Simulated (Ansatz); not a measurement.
Runs of Ansatz 0.2.0 on Rh. The structure is cubic, space group Fm-3m (No. 225). The conventional cell has a = 3.796 Å, b = 3.796 Å, c = 3.796 Å, α = 90.00°, β = 90.00°, γ = 90.00°. Rh (site symmetry m-3m) has 12 Rh at 2.68 Å as nearest neighbours. 

```tsv
task	level	cell	k mesh	cutoff (eV)	pressure (GPa)	relaxed volume (Å³/atom)
relaxation of cell and atoms	revPBE	relaxed	12 × 12 × 12	-	0.0	14.22
relaxation of cell and atoms	RPBE	relaxed	12 × 12 × 12	-	0.0	(a)
elastic constants	LDA	as given	9 × 9 × 9	297	-9.6	-
relaxation of cell and atoms	RPBE+D4	relaxed	12 × 12 × 12	-	0.0	13.39
```

Alike in all rows: potentials or basis all-electron LAPW, scalar-relativistic; no spin polarisation; smearing fermi-dirac 0.05 eV; basis error allowed 0.001 eV/atom.

Question: Estimate the missing entries.

Answer: (a) 14.29.

Caveats: the k mesh is thin for a metal, which can move the energy by tens of meV per atom (some runs); a metal's response needs a denser mesh (some runs); the cell is more than 3 GPa from zero pressure, which shifts response properties (some runs); elastic constants of metals need much finer meshes, so these are rough (some runs).

Runs at the PBE level aren't shown here.
